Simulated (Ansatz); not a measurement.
A plane-wave DFT run in Ansatz 0.2.0 (scalar-relativistic PAW potentials unless the input names others): input and command.

```yaml
crystal:
  lattice:
    - [5.1222133614, 0.0, 0.0]
    - [-2.5611066807, 4.4359668945, 0.0]
    - [0.0, 0.0, 4.159195278]
  atoms:
    - { symbol: Al, position: [0.6666666667, 0.3333333333, 0.25] }
    - { symbol: Al, position: [0.3333333333, 0.6666666667, 0.75] }
    - { symbol: Cu, position: [0.3306555749, 0.1653277875, 0.75] }
    - { symbol: Cu, position: [0.8346722125, 0.1653277875, 0.75] }
    - { symbol: Cu, position: [0.8346722125, 0.6693444251, 0.75] }
    - { symbol: Cu, position: [0.6693444251, 0.8346722125, 0.25] }
    - { symbol: Cu, position: [0.1653277875, 0.8346722125, 0.25] }
    - { symbol: Cu, position: [0.1653277875, 0.3306555749, 0.25] }
kpoints:
  mp_grid: { grid: [12, 12, 8] }
hamiltonian:
  xc: pbesol
scf:
  occupations: { method: fermi_dirac, width: 0.15 }
output:
  forces: true
  eigenvalues: true
  stress: true
accuracy: high
```

```bash
ansatz run input.yaml --threads 2 --pin off --max-ram 7168MiB --backend cpu --events-out ev --progress --plain --runs-dir out
```

Abridged log:
```
Basis set: ecut = 420 eV, 1843 PW (Γ), exchange–correlation on 90×90×64 points (8 copies of the dense FFT grid, shifted against one another)
Bands: 73, of which v1, the nominal top of the filled ones, is band 60 counted from 1 (59 counted from 0)
Symmetry: 24 space group operations
k-points: 95 of 1152
SCF iter   1: F=—  HF=-40583.451622 eV  |F-HF|=—  |Δ(HF+E_count)|=         —  Δρ=1.57e-2  dr2=1.18e-1  ethr=1.77e-3  ⟨swp⟩=5.3  Hψ=25142  notcnv=0  defer=65
SCF iter   2: F=—  HF=-40583.424839 eV  |F-HF|=—  |Δ(HF+E_count)|=   2.68e-2  Δρ=1.48e-3  dr2=1.51e-3  ethr=9.83e-5  ⟨swp⟩=2.0  Hψ=11706  notcnv=0  defer=124
SCF iter   3: F=—  HF=-40583.423648 eV  |F-HF|=—  |Δ(HF+E_count)|=   1.19e-3  Δρ=1.71e-3  dr2=1.73e-3  ethr=1.26e-6  ⟨swp⟩=2.1  Hψ=11778  notcnv=0  defer=124
SCF iter   4: F=—  HF=-40583.423096 eV  |F-HF|=—  |Δ(HF+E_count)|=   5.52e-4  Δρ=5.08e-4  dr2=2.06e-4  ethr=1.26e-6  ⟨swp⟩=2.6  Hψ=9731  notcnv=0  defer=124
SCF iter   5: F=—  HF=-40583.423045 eV  |F-HF|=—  |Δ(HF+E_count)|=   5.11e-5  Δρ=1.28e-4  dr2=2.64e-5  ethr=1.72e-7  ⟨swp⟩=2.1  Hψ=9365  notcnv=0  defer=124
SCF iter   6: F=—  HF=-40583.423026 eV  |F-HF|=—  |Δ(HF+E_count)|=   1.91e-5  Δρ=2.81e-5  dr2=1.71e-6  ethr=2.20e-8  ⟨swp⟩=2.0  Hψ=10039  notcnv=0  defer=124
SCF iter   7: F=-40583.423025 eV  HF=-40583.423025 eV  |F-HF|=2.60e-8  |Δ(HF+E_count)|=   9.89e-7  Δρ=5.53e-6  dr2=3.38e-8  ethr=8.33e-11  ⟨swp⟩=7.5  Hψ=31014  notcnv=0
SCF iter   8: F=—  HF=-40583.423025 eV  |F-HF|=—  |Δ(HF+E_count)|=   1.17e-8  Δρ=1.22e-6  dr2=1.10e-9  ethr=2.82e-11  ⟨swp⟩=2.0  Hψ=10157  notcnv=0
SCF iter   9: F=-40583.423025 eV  HF=-40583.423025 eV  |F-HF|=0.00e0  |Δ(HF+E_count)|=  2.98e-10  Δρ=1.98e-7  dr2=2.60e-11  ethr=1.00e-12  ⟨swp⟩=4.0  Hψ=24144  notcnv=0
SCF 1 converged in 9 iterations: F = -40583.423025 eV  dr2 = 2.60e-11
SCF converged after 9 iterations
Free energy (F): -40583.423025 eV
Harris-Foulkes:  -40583.423025 eV  (|F-HF|=0.00e0)
Internal energy: -40583.241506 eV  (E = F + TS)
E sigma→0 (E₀):  -40583.332265 eV
Entropy (-TS):   -0.181519 eV (-22.690 meV/atom)
Fermi energy:    15.679788 eV
--- Forces (eV/Å), atoms counted from 1 ---
  atom   1  Al     0.00000000     0.00000000     0.00000000
  atom   2  Al     0.00000000     0.00000000     0.00000000
  atom   3  Cu    -0.00026108    -0.00015074     0.00000000
  atom   4  Cu     0.00026108    -0.00015074     0.00000000
  atom   5  Cu     0.00000000     0.00030147     0.00000000
  atom   6  Cu     0.00026108     0.00015074     0.00000000
  atom   7  Cu    -0.00026108     0.00015074     0.00000000
  atom   8  Cu     0.00000000    -0.00030147     0.00000000
--- Stress (GPa, compression-positive) ---
        2.003751       0.000000       0.000000
        0.000000       2.003751       0.000000
        0.000000       0.000000       2.005109
  P = ⅓ Tr σ = 2.0042 GPa (20.042 kbar)
```

Apart from outputs, empty bands and the relaxation, which only the reference makes, the input differs from a reference run on usual settings in accuracy: not typed → "high"; basis.ecutwfc: 420 → not typed. The reference, at the same geometry, ended its own course with pressure 2.00 GPa, largest force 0.000 eV/Å, no gap on the mesh. This run converged in 9 SCF iterations with an energy at zero smearing within 0.01 meV/atom of the reference's, pressure 2.00 GPa, largest force 0.000 eV/Å, no gap on the mesh.

The run took 17 s on 2 threads of Intel(R) Xeon(R) 6975P-C (Granite Rapids), on a shared host, peak memory 0.78 GiB.